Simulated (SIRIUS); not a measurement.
LiF (Griceite) in SIRIUS: convergence with lmax of the potential

Crystal: LiF (Griceite).

```xyz
2
Lattice="0.0000 2.0140 2.0140 2.0140 0.0000 2.0140 2.0140 2.0140 0.0000" Properties=species:S:1:pos:R:3 pbc="T T T"
F     2.0140    2.0140    2.0140
Li    0.0000    0.0000    0.0000
```

| Property | Result |
| --- | --- |
| Program | SIRIUS 7.12.0 |
| Task | convergence study |
| Functional | LDA |
| Potentials or basis | all-electron FP-LAPW |
| Cutoff | 273 eV |
| Basis | apw+lo standard |
| k mesh | 11 × 11 × 11 |
| Occupations | fermi-dirac, width 0.05 eV |
| Spin | no spin polarisation |

These are the settings of the first run; the series varies lmax of the potential, with any setting tied to it.

Hardware: 1 thread of Arm Neoverse V1 (shared host).

Task: The values tried are 2, 3, 4, 6, 8, 10, loosest first. From which on does the gap on the mesh stay within 0.01 eV of the tightest run that finished?

Result: From 6 on.

```csv
lmax of the potential,"energy less the tightest run, at zero smearing (meV/atom)",gap on the mesh (eV),SCF cycles,CPU time (s),peak memory (GiB)
2,30.15,8.747,5,17,0.25
3,30.15,8.747,5,18,0.26
4,-3.58,8.844,5,19,0.28
6,-0.79,8.824,5,22,0.33
8,-0.02,8.821,5,27,0.39
10,0.00,8.821,5,35,0.47
```

Against the tightest run, the energy stays within 1 meV/atom from 6 on. The tightest run that finished is the yardstick and may itself not be fully converged.

Caveat, for the tightest run too: an odd mesh through Γ misses points on the zone boundary, where band edges often lie.
